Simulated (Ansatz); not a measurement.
Crystal: MnS.

```
Mn S
1.0
     0.00000    2.47346    2.47346
     2.47346    0.00000    2.47346
     2.47346    2.47346    0.00000
Mn S
1 1
Direct
  0.00000 0.00000 0.00000
  0.75000 0.75000 0.75000
```

The cell is a database's computed one.

Base run:

| Item | Value |
| --- | --- |
| Program | Ansatz 0.2.0 |
| Functional | PBEsol |
| Potentials or basis | Ansatz PAW |
| Cutoff | 420 eV (not typed: the program's choice for these potentials) |
| k mesh | 8 × 8 × 8 |
| Occupations | fermi-dirac, width 0.05 eV |
| Spin | collinear spin, ferromagnetic start |
| Starting moments | [3.0, 0.0] μB |
| Fixed moment | 3 μB |

Its results: pressure 17.8 GPa; site moments Mn +2.52; S +0.02 μB.

The run is repeated on the same cell with these changes: fixed moment from 3 μB to 2 μB; moments at the start from [3.0, 0.0] to [2.0, 0.0]. What comes out?

Pressure 7.1 GPa; site moments Mn +1.74; S -0.02 μB.

Caveats: the total moment is fixed, so each spin has its own Fermi level; a cell with one magnetic atom can't hold antiferromagnetic order, which such compounds often take; the PAW data sets come from PBE, with cores solved anew for the run's functional, which leaves a small shift of forces and pressure; the thresholds are loose for stress.
